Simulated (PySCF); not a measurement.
# C3H4N2: calculation and literature

Mapped SMILES: `[cH:1]1[cH:2][nH:3][cH:4][n:5]1` (H(Xn): hydrogen on atom n).

- shieldings: GIAO B3LYP/pcSseg-2
- geometry: PBE0-D3(BJ)/def2-SVP
- code: PySCF
- one computed conformer, non-relativistic Hamiltonian, isolated molecule

Reference values: measured (solution, CD2Cl2, 298 K; Fulmer et al., Organometallics 2010, 29, 2176).
| atoms | quantity | reference | computed | computed, scaled |
| --- | --- | --- | --- | --- |
| C4 | δ ¹³C | 135.8 | 139.8 | 131.6 |
| H(C4) | δ ¹H | 7.63 | 7.46 | 7.29 |

Reference values: measured (solution, THF-d8, 298 K; Fulmer et al., Organometallics 2010, 29, 2176).
| atoms | quantity | reference | computed | computed, scaled |
| --- | --- | --- | --- | --- |
| C4 | δ ¹³C | 135.7 | 139.8 | 131.6 |
| H(C4) | δ ¹H | 7.48 | 7.46 | 7.29 |

Reference values: measured (solution, CD3OD, 298 K; Fulmer et al., Organometallics 2010, 29, 2176).
```csv
atoms,quantity,reference,computed,"computed, scaled"
C4,δ ¹³C,136.3,139.8,131.6
H(C4),δ ¹H,7.67,7.46,7.29
```

Reference values: measured (solution, acetone-d6, 298 K; Fulmer et al., Organometallics 2010, 29, 2176).
```tsv
atoms	quantity	reference	computed	computed, scaled
C4	δ ¹³C	135.9	139.8	131.6
H(C4)	δ ¹H	7.62	7.46	7.29
```

Reference values: measured (solution, DMSO-d6, 298 K; Fulmer et al., Organometallics 2010, 29, 2176).
```
atoms  quantity  reference  computed  computed, scaled
   C4     δ ¹³C      135.2     139.8             131.6
H(C4)      δ ¹H       7.63      7.46              7.29
```

Reference values: measured (solution, C6D6, 298 K; Fulmer et al., Organometallics 2010, 29, 2176).
```csv
atoms,quantity,reference,computed,"computed, scaled"
C4,δ ¹³C,135.8,139.8,131.6
```

Computed shifts are σ(ref) − σ with the named reference compound (TMS for H and C) calculated as an isolated molecule at the same level. The measured values may be among those fitted. Empirical linear scaling, fitted to shifts measured mostly in CDCl3 for H and C (δ vs TMS): ¹H (scatter 0.18 ppm rms); ¹³C (scatter 2.4 ppm rms). Occasional misses reach two or three times the rms, and more in compound classes unlike the fitted ones. H not on carbon is unscaled (vs computed TMS).

Q: How far are the unscaled ¹³C shifts from the references?

A: Mean signed difference +4.02 ppm, mean absolute 4.02 ppm over 6 comparisons; the largest is +4.6 ppm at C4 (aromatic CH between two ring heteroatoms).

Q: How far are the unscaled ¹H shifts from the references?

A: Mean signed difference -0.15 ppm, mean absolute 0.15 ppm over 5 comparisons; the largest is -0.21 ppm at H(C4) (hydrogen on an aromatic CH between two ring heteroatoms).

11 of the 53 published NMR values on file for this molecule are compared. The rest: values from further sources, protons in aromatic solvents, values whose atom or origin is in doubt.
